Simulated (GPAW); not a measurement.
# InP (F-43m) in GPAW: notebook

The runs below take InP through equation of state, band structure, with PBEsol, mBEEF, MS2, SOGGA, PBEsol+D3.

Program: GPAW 26.7.0. These are calculated values, not measurements. Logs are shortened: lines on timing, memory, paths and dates and some standing lists are left out, and cuts for length are marked. The log counts tension as positive stress, the text compression.

**The experiment to reproduce.**

A printed reference work, data compilation reports, for a bulk crystal of InP: bulk modulus 71 GPa; band gap 1.4236 eV (direct) at 1.6 K.

The results are compared with them further down.

**1. The structure**

Symmetry: F-43m, No. 216, cubic system. Conventional cell: a = 5.861 Å, b = 5.861 Å, c = 5.861 Å, α = 90.00°, β = 90.00°, γ = 90.00°. In (site symmetry -43m) is surrounded by 4 P at 2.54 Å. P (site symmetry -43m) has 4 In at 2.54 Å as nearest neighbours.

**2. Equation of state, PBEsol**

File run.py:

```python
from ase.eos import EquationOfState
from ase.io import Trajectory, read
from ase.units import GPa
from gpaw import GPAW, PW, setup_paths

setup_paths.insert(0, '.')

atoms = read('InP.cif')

traj = Trajectory('eos.traj', 'w')
volumes, energies = [], []
for x in [0.94, 0.96, 0.98, 1.0, 1.02, 1.04, 1.06]:
    a = atoms.copy()
    a.set_cell(atoms.cell * x**(1 / 3), scale_atoms=True)
    calc = GPAW(mode=PW(600),
                xc='PBEsol',
                kpts={'size': (6, 6, 6), 'gamma': True},
                occupations={'name': 'fermi-dirac', 'width': 0.05},
                nbands=18,
                convergence={'density': 1e-05, 'energy': 1e-05},
                maxiter=150,
                txt=f'eos-{x:.2f}.txt')
    a.calc = calc
    energies.append(a.get_potential_energy(force_consistent=True))
    volumes.append(a.get_volume())
    p = -a.get_stress()[:3].mean() / GPa
    calc.write(f'eos-{x:.2f}.gpw')
    traj.write(a)
    print(f'{x:.2f} {volumes[-1]:10.4f} A^3 {energies[-1]:14.6f} eV {p:9.3f} GPa', flush=True)

v0, e0, B = EquationOfState(volumes, energies, eos='birchmurnaghan').fit()
print(f'V0 = {v0:.4f} A^3, E0 = {e0:.6f} eV, B0 = {B / GPa:.2f} GPa')
```

File InP.cif:

```cif
data_InP
_cell_length_a 4.14435284
_cell_length_b 4.14435284
_cell_length_c 4.14435284
_cell_angle_alpha 60.00000000
_cell_angle_beta 60.00000000
_cell_angle_gamma 60.00000000
_space_group_name_H-M_alt 'P1'
_space_group_name_Hall 'P 1'
_space_group_IT_number 1
loop_
_space_group_symop_operation_xyz
'x,y,z'
loop_
_atom_site_label
_atom_site_type_symbol
_atom_site_symmetry_multiplicity
_atom_site_Wyckoff_symbol
_atom_site_fract_x
_atom_site_fract_y
_atom_site_fract_z
_atom_site_occupancy
In1 In 1 a 0.0000000000 0.0000000000 0.0000000000 1
P1 P 1 a 0.7500000000 0.7500000000 0.7500000000 1
```

Potentials or basis: PAW data sets generated in the run's folder for this functional, pw.

On the command line:

```sh
$ gpaw-setup -f PBEsol In P
$ OMP_NUM_THREADS=1 python run.py
```

The log of the run:

```text
__  _  _
 | _ |_)|_||  |
 |__||  | ||/\| - 26.7.0

Input parameters:
  mode=PW(ecut=600.0),
  convergence={'density': 1e-05, 'energy': 1e-05},
  kpts=MonkhorstPack(size=(6, 6, 6), gamma=True),
  maxiter=150,
  nbands=18,
  occupations=Occupations(name='fermi-dirac', width=0.05),
  xc=XC(name='PBEsol')

Diagonalizing LCAO Hamiltonian
Converting LCAO to pw mode

                         P

       In

Atoms  # Å, Bohr magnetons
|   | symbol |        x |        y |        z |    initial magnetic moments |
|---|--------|----------|----------|----------|-----------------------------|
| 0 |     In | 0.000000 | 0.000000 | 0.000000 | ( 0.0000,  0.0000,  0.0000) |
| 1 |      P | 6.132512 | 3.540607 | 2.503587 | ( 0.0000,  0.0000,  0.0000) |

Unit cell  # Å
| periodic |        x |        y |        z |  lengths |    angles |
|----------|----------|----------|----------|----------|-----------|
|      yes | 4.088341 | 0.000000 | 0.000000 | 4.088341 | 60.000000 |
|      yes | 2.044171 | 3.540607 | 0.000000 | 4.088341 | 60.000000 |
|      yes | 2.044171 | 1.180202 | 3.338117 | 4.088341 | 60.000000 |

Number of symmetries: 24
Symmetry operations  # r_c * U_cc + t_c -> r_c
|    | kind |            matrix            |
|----|------|------------------------------|
|  0 |  E   |  1, 0, 0,  0, 1, 0,  0, 0, 1 |
|  1 |  σ   |  1, 0, 0,  0, 0, 1,  0, 1, 0 |
|  2 |  σ   |  1, 0,-1,  0, 1,-1,  0, 0,-1 |
|  3 |  C3  |  1, 0,-1,  0, 0,-1,  0, 1,-1 |
|  4 |  C3  |  1,-1, 0,  0,-1, 1,  0,-1, 0 |
|  5 |  σ   |  1,-1, 0,  0,-1, 0,  0,-1, 1 |
|  6 |  σ   |  0, 1, 0,  1, 0, 0,  0, 0, 1 |
|  7 |  C3  |  0, 1, 0,  0, 0, 1,  1, 0, 0 |
|  8 |  C2  |  0, 1,-1,  1, 0,-1,  0, 0,-1 |
|  9 |  S4  |  0, 1,-1,  0, 0,-1,  1, 0,-1 |
| 10 |  C3  |  0, 0, 1,  1, 0, 0,  0, 1, 0 |
| 11 |  σ   |  0, 0, 1,  0, 1, 0,  1, 0, 0 |
| 12 |  S4  |  0, 0,-1,  1, 0,-1,  0, 1,-1 |
| 13 |  C3  |  0, 0,-1,  0, 1,-1,  1, 0,-1 |
| 14 |  S4  |  0,-1, 1,  1,-1, 0,  0,-1, 0 |
| 15 |  C2  |  0,-1, 1,  0,-1, 0,  1,-1, 0 |
| 16 |  C3  |  0,-1, 0,  1,-1, 0,  0,-1, 1 |
| 17 |  S4  |  0,-1, 0,  0,-1, 1,  1,-1, 0 |
| 18 |  S4  | -1, 1, 0, -1, 0, 1, -1, 0, 0 |
| 19 |  C3  | -1, 1, 0, -1, 0, 0, -1, 0, 1 |
| 20 |  C3  | -1, 0, 1, -1, 1, 0, -1, 0, 0 |
| 21 |  S4  | -1, 0, 1, -1, 0, 0, -1, 1, 0 |
| 22 |  σ   | -1, 0, 0, -1, 1, 0, -1, 0, 1 |
| 23 |  C2  | -1, 0, 0, -1, 0, 1, -1, 1, 0 |

BZ-sampling:
  Number of BZ points: 216
  Number of IBZ points: 16

  Monkhorst-Pack size: [6, 6, 6]
  Monkhorst-Pack shift: [0.08333333333333333, 0.08333333333333333, 0.08333333333333333]

K-points  # in reciprocal-cell coordinates
|     |                                coordinates |     weight |
|-----|--------------------------------------------|------------|
|   0 | (  0.00000000,   0.00000000,   0.00000000) | 0.00462963 |
|   1 | (  0.16666667,   0.16666667,   0.00000000) | 0.02777778 |
|   2 | (  0.16666667,   0.16666667,   0.16666667) | 0.03703704 |
|   3 | (  0.33333333,   0.16666667,   0.16666667) | 0.05555556 |
|   4 | (  0.33333333,   0.33333333,  -0.33333333) | 0.05555556 |
|   5 | (  0.33333333,   0.33333333,   0.00000000) | 0.02777778 |
|   6 | (  0.33333333,   0.33333333,   0.16666667) | 0.11111111 |
|   7 | (  0.33333333,   0.33333333,   0.33333333) | 0.03703704 |
|   8 | (  0.50000000,   0.33333333,  -0.33333333) | 0.11111111 |
|   9 | (  0.50000000,   0.33333333,  -0.16666667) | 0.05555556 |
| ... |                                            |            |
|  15 | (  0.50000000,   0.50000000,   0.50000000) | 0.01851852 |

Plane wave coefficients: 1639
Cutoff: 600.0 eV

Spin-components: 1 (collinear spins)
Bands:           18
Projectors:      11
Spin-degeneracy: 2
Datatype:        complex128

Parallelization:
  kpt:    1
  domain: 1
  band:   1

Density:
  Valence electrons: 18.0
  Components: 1
  Grid points: [24 24 24]
  Charge: 0.0  # |e|

Potential:
  Grid points: [24 24 24]

species:
  In:
    name:    Indium
    Z:       49.0
    valence: 13
    core:    36
    charge:  0.0  # [|e|]
    compensation charges:
      type: gauss
      rc: 0.36  # [Å]
      lmax: 2
    cutoffs:
      filter: 2.09  # [Å]
      core: 2.48  # [Å]
    projectors
    | kind |    occ | energy [eV] | rcut [Å] |
    |------|--------|-------------|----------|
    |   5s |  2.000 |      -8.248 |    1.185 |
    |   5p |  1.000 |      -2.521 |    1.244 |
    |   4d | 10.000 |     -18.596 |    1.148 |
    |    s |        |      18.964 |    1.185 |
    |    p |        |      24.691 |    1.244 |
    |    d |        |       8.615 |    1.148 |

    Using partial waves for In as LCAO basis

  P:
    name:    Phosphorus
    Z:       15.0
    valence: 5
    core:    10
    charge:  0.0  # [|e|]
    compensation charges:
      type: gauss
      rc: 0.30  # [Å]
      lmax: 2
    cutoffs:
      filter: 1.69  # [Å]
      core: 1.81  # [Å]
    projectors
    | kind |    occ | energy [eV] | rcut [Å] |
    |------|--------|-------------|----------|
    |   3s |  2.000 |     -13.916 |    0.953 |
    |   3p |  3.000 |      -5.479 |    0.953 |
    |    s |        |      13.296 |    0.953 |
    |    p |        |      21.732 |    0.953 |
    |    d |        |       0.000 |    0.953 |

    Using partial waves for P as LCAO basis

Reference energy: -169189.500966  # eV

eigensolver:
  PPCG
  Converge bands: occupied
  niter=2

density mixing:
  MSR1-Mixer
  Pratt-step length: 0.05
  Maximum mixing coefficient: 0.75
  Old densities: 10
  SVD Regularization: 0.005
  Good broyden scale: 1.0
  Trust region scale: 1.0
  Backstep threshold: 4.0
  History deletion threshold: 6.0
  Fourier metric: weight=20.0, sigma=0.015

occupation numbers:
  Fermi-Dirac:
    width: 0.0500  # eV

poisson solver:
  ecut: 4800.0  # eV

xc functional:
  name: PBEsol with 2 nearest neighbor stencil

convergence criteria:
[... 6 lines left out ...]
|iter     | |      energy | eigst |  dens |
|---------|-|-------------|-------|-------|
|iter:   1| |   -9.716124 | -0.24 |       |
|iter:   2| |   -9.641963 | -2.21 | -1.13 |
|iter:   3| |   -9.349449 | -1.80 | -1.17 |
|iter:   4| |   -9.346118 | -3.24 | -1.76 |
|iter:   5| |   -9.345802 | -4.05 | -2.28 |
|iter:   6| |   -9.345828 | -5.51 | -3.06 |
|iter:   7| |   -9.345831c| -6.52 | -3.61 |
|iter:   8| |   -9.345831c| -8.28c| -4.61 |
|iter:   9| |   -9.345831c| -8.60c| -5.36c|

Converged in 9 steps
Energy contributions relative to reference atoms: (reference = -169189.500966)

Energy contributions:
  Kinetic:          23.535234
  Coulomb:         -21.248443
  Zero:              0.122418
  External:          0.000000
  Xc:              -11.755038
  Entropy:          -0.000004
  Spinorbit:         0.000000
  ----------------------------
  Free energy:      -9.345833
  Extrapolated:     -9.345831

dipole moment: (-23.519378, -13.578919, -9.601746)  # |e|*Ang

Fermi level: 5.713
Eigenvalues  # (at kpt = [0.000, 0.000, 0.000])
| band index |      eig [eV] | occ [0-2] |
|------------|---------------|-----------|
|          0 |        -8.904 |     2.000 |
|          1 |        -8.904 |     2.000 |
|          2 |        -8.904 |     2.000 |
|          3 |        -8.726 |     2.000 |
|          4 |        -8.726 |     2.000 |
|          5 |        -6.570 |     2.000 |
[... 10 lines left out ...]
|         16 |        16.416 |     0.000 |
|         17 |        16.416 |     0.000 |

Gap: 0.825 eV
Transition (v -> c):
  (s=0, k=0, n=8, [0.00, 0.00, 0.00]) -> (s=0, k=0, n=9, [0.00, 0.00, 0.00])
No difference between direct/indirect transitions

Stress tensor  # eV/Ang^3
|         x |         y |         z |
|-----------|-----------|-----------|
| -0.021713 |  0.000000 |  0.000000 |
|  0.000000 | -0.021713 |  0.000000 |
|  0.000000 |  0.000000 | -0.021713 |

# Writing to eos-0.96.gpw (mode='')
```

eos-0.94.txt:

```text
SCF iterations
|iter     | |      energy | eigst |  dens |
|---------|-|-------------|-------|-------|
|iter:   1| |   -9.697348 | -0.23 |       |
|iter:   2| |   -9.621930 | -2.21 | -1.13 |
|iter:   3| |   -9.321489 | -1.79 | -1.17 |
|iter:   4| |   -9.318274 | -3.23 | -1.77 |
|iter:   5| |   -9.317983 | -4.06 | -2.28 |
|iter:   6| |   -9.318009 | -5.55 | -3.07 |
[... 42 lines left out ...]
|         17 |        16.700 |     0.000 |

Gap: 0.935 eV
Transition (v -> c):
  (s=0, k=0, n=8, [0.00, 0.00, 0.00]) -> (s=0, k=0, n=9, [0.00, 0.00, 0.00])
No difference between direct/indirect transitions

Stress tensor  # eV/Ang^3
|         x |         y |         z |
|-----------|-----------|-----------|
| -0.033201 |  0.000000 |  0.000000 |
|  0.000000 | -0.033201 |  0.000000 |
|  0.000000 | -0.000000 | -0.033201 |

# Writing to eos-0.94.gpw (mode='')
```

Run time: 33 s. Hardware: 1 thread of Intel Xeon 6975P-C (Granite Rapids), shared host; peak memory 0.26 GiB.

Results:

```
Equilibrium volume                      : 25.32 Å³/atom
Bulk modulus                            : 68 GPa
Pressure derivative of the bulk modulus : 4.7
```

Energy against volume, from the lowest point:
```csv
volume (Å³/atom),energy (meV/atom)
23.657,25.92
24.160,12.01
24.663,3.55
25.167,0.00
25.670,0.84
26.173,5.57
26.677,13.78
```

**3. Band structure, mBEEF, spin-orbit coupling, no magnetisation**

File run.py:

```python
import numpy as np
from ase.dft.bandgap import bandgap
from ase.io import read, write
from ase.units import GPa
from gpaw import GPAW, PW
from gpaw.spinorbit import soc_eigenstates

atoms = read('POSCAR')

calc = GPAW(mode=PW(600),
            xc='mBEEF',
            kpts={'size': (6, 6, 6), 'gamma': True},
            occupations={'name': 'fermi-dirac', 'width': 0.05},
            nbands=18,
            convergence={'density': 1e-05, 'energy': 1e-05},
            maxiter=150,
            txt='gpaw.txt')
atoms.calc = calc
energy = atoms.get_potential_energy()
forces = atoms.get_forces()
stress = atoms.get_stress()
calc.write('gs.gpw')
write('result.traj', atoms)
print(f'Energy: {energy:.6f} eV')
print('Forces (eV/A):')
print(forces.round(4))
print('Stress (GPa):', (stress / GPa).round(3))
print('Fermi level:', round(calc.get_fermi_level(), 4), 'eV')
print(f'Gap: {bandgap(calc)[0]:.4f} eV, direct: {bandgap(calc, direct=True)[0]:.4f} eV')

path = atoms.cell.bandpath('GXWKGLUWLK,UX', npoints=60, eps=1e-4)
bs_calc = calc.fixed_density(kpts=path, symmetry='off', nbands=30,
                             convergence={'bands': 'CBM+6.0', 'eigenstates': 1e-6}, txt='bands.txt')
bs = bs_calc.band_structure()
bs.write('bs.json')
print(f'Gap on the path: {bandgap(bs_calc)[0]:.4f} eV')

soc = soc_eigenstates(bs_calc, theta=90, phi=0, ignore_xc_potential=True)
np.savetxt('soc_bands.dat', soc.eigenvalues(), fmt='%.4f')
mesh = soc_eigenstates('gs.gpw', theta=90, phi=0, ignore_xc_potential=True)
np.savetxt('soc_mesh.dat', mesh.eigenvalues(), fmt='%.4f')
print('Fermi level with spin-orbit coupling:', round(mesh.fermi_level, 4), 'eV')
```

File POSCAR:

```
InP
1.0
    0.0000000000      2.9305000000      2.9305000000
    2.9305000000      0.0000000000      2.9305000000
    2.9305000000      2.9305000000      0.0000000000
In P
1 1
Direct
    0.0000000000      0.0000000000      0.0000000000
    0.7500000000      0.7500000000      0.7500000000
```

Potentials or basis: GPAW PAW data sets (gpaw-data 1.2.1), pw.

On the command line:

```sh
$ OMP_NUM_THREADS=1 python run.py
```

Wall time 52 s (1 thread of Intel Xeon 6975P-C (Granite Rapids), shared host); peak memory 0.38 GiB.

It converged, with:

```
Free energy             : -165.5088 eV
Pressure                : 1.6 GPa
Band gap on the k mesh  : 1.28 eV, direct
Band gap along the path : 1.28 eV, direct
```

Levels at the corners of the path, in eV from the valence-band top:
```tsv
point	band 14	band 15	band 16	band 17	band 18	band 19	band 20	band 21	band 22	band 23
Γ	-0.10	0.00	0.00	0.00	0.00	1.28	1.28	4.13	4.13	4.63
X	-5.84	-2.45	-2.45	-2.34	-2.34	2.31	2.31	2.76	2.76	10.04
W	-5.69	-3.06	-2.97	-2.91	-2.85	4.81	4.82	4.83	4.84	5.99
K	-5.69	-3.36	-3.26	-2.01	-2.00	2.87	2.88	4.88	4.90	8.00
Γ	-0.10	0.00	0.00	0.00	0.00	1.28	1.28	4.13	4.13	4.63
L	-5.79	-1.09	-1.09	-0.98	-0.98	2.00	2.00	5.15	5.15	5.34
U	-5.69	-3.36	-3.26	-2.01	-2.00	2.87	2.88	4.88	4.90	8.00
W	-5.69	-3.06	-2.97	-2.91	-2.85	4.81	4.82	4.83	4.84	5.99
L	-5.79	-1.09	-1.09	-0.98	-0.98	2.00	2.00	5.15	5.15	5.34
K	-5.69	-3.36	-3.26	-2.01	-2.00	2.87	2.88	4.88	4.90	8.00
U	-5.69	-3.36	-3.26	-2.01	-2.00	2.87	2.88	4.88	4.90	8.00
X	-5.84	-2.45	-2.45	-2.34	-2.34	2.31	2.31	2.76	2.76	10.04
```

Caveat: spin-orbit coupling was added after a scalar SCF, so levels and gaps hold it while energy, forces, pressure and moments don't; this program's spin-orbit splittings come out too wide for heavy elements; the PAW data sets were made with another functional, which shifts forces and pressure a little.

**4. Band structure, MS2, spin-orbit coupling, no magnetisation**

run.py, as its differences from that of step 3:

```diff
@@ -1,4 +1,5 @@
 import numpy as np
+from ase import Atoms
 from ase.dft.bandgap import bandgap
-from ase.io import read, write
+from ase.io import write
 from ase.units import GPa
@@ -7,6 +8,12 @@
 
-atoms = read('POSCAR')
+atoms = Atoms(['In', 'P'],
+              cell=[[0.0, 2.9305, 2.9305],
+                    [2.9305, 0.0, 2.9305],
+                    [2.9305, 2.9305, 0.0]],
+              scaled_positions=[[0.0, 0.0, 0.0],
+                                [0.75, 0.75, 0.75]],
+              pbc=True)
 
 calc = GPAW(mode=PW(600),
-            xc='mBEEF',
+            xc='MGGA_X_MS2+GGA_C_REGTPSS',
             kpts={'size': (6, 6, 6), 'gamma': True},
@@ -37,5 +44,5 @@
 
-soc = soc_eigenstates(bs_calc, theta=90, phi=0, ignore_xc_potential=True)
+soc = soc_eigenstates(bs_calc, theta=0, phi=0, ignore_xc_potential=True)
 np.savetxt('soc_bands.dat', soc.eigenvalues(), fmt='%.4f')
-mesh = soc_eigenstates('gs.gpw', theta=90, phi=0, ignore_xc_potential=True)
+mesh = soc_eigenstates('gs.gpw', theta=0, phi=0, ignore_xc_potential=True)
 np.savetxt('soc_mesh.dat', mesh.eigenvalues(), fmt='%.4f')
```

On the command line:

```sh
$ OMP_NUM_THREADS=1 python run.py
```

It took 56 s on 1 thread of Intel Xeon 6975P-C (Granite Rapids), shared host; peak memory 0.38 GiB.

The run converged. Its results:

```yaml
Free_energy: -7.1026 eV
Pressure: 1.4 GPa
Band_gap_on_the_k_mesh: 1.10 eV, direct
Band_gap_along_the_path: 1.10 eV, direct
```

Levels at the corners of the path, in eV from the valence-band top:
| point | band 15 | band 16 | band 17 | band 18 | band 19 | band 20 | band 21 | band 22 |
| --- | --- | --- | --- | --- | --- | --- | --- | --- |
| Γ | 0.00 | 0.00 | 0.00 | 0.00 | 1.10 | 1.10 | 4.08 | 4.08 |
| X | -2.44 | -2.44 | -2.34 | -2.34 | 1.90 | 1.90 | 2.59 | 2.59 |
| W | -3.11 | -3.01 | -2.96 | -2.91 | 4.43 | 4.43 | 4.86 | 4.88 |
| K | -3.42 | -3.33 | -2.00 | -1.99 | 2.59 | 2.60 | 4.70 | 4.73 |
| Γ | 0.00 | 0.00 | 0.00 | 0.00 | 1.10 | 1.10 | 4.08 | 4.08 |
| L | -1.08 | -1.08 | -0.97 | -0.97 | 1.87 | 1.87 | 5.01 | 5.01 |
| U | -3.42 | -3.33 | -2.00 | -1.99 | 2.59 | 2.60 | 4.70 | 4.73 |
| W | -3.11 | -3.01 | -2.96 | -2.91 | 4.43 | 4.43 | 4.86 | 4.88 |
| L | -1.08 | -1.08 | -0.97 | -0.97 | 1.87 | 1.87 | 5.01 | 5.01 |
| K | -3.42 | -3.33 | -2.00 | -1.99 | 2.59 | 2.60 | 4.70 | 4.73 |
| U | -3.42 | -3.33 | -2.00 | -1.99 | 2.59 | 2.60 | 4.70 | 4.73 |
| X | -2.44 | -2.44 | -2.34 | -2.34 | 1.90 | 1.90 | 2.59 | 2.59 |

Caveat: spin-orbit coupling was added after a scalar SCF, so levels and gaps hold it while energy, forces, pressure and moments don't; this program's spin-orbit splittings come out too wide for heavy elements; the PAW data sets were made with another functional, which shifts forces and pressure a little.

[end of part 1 of 2]
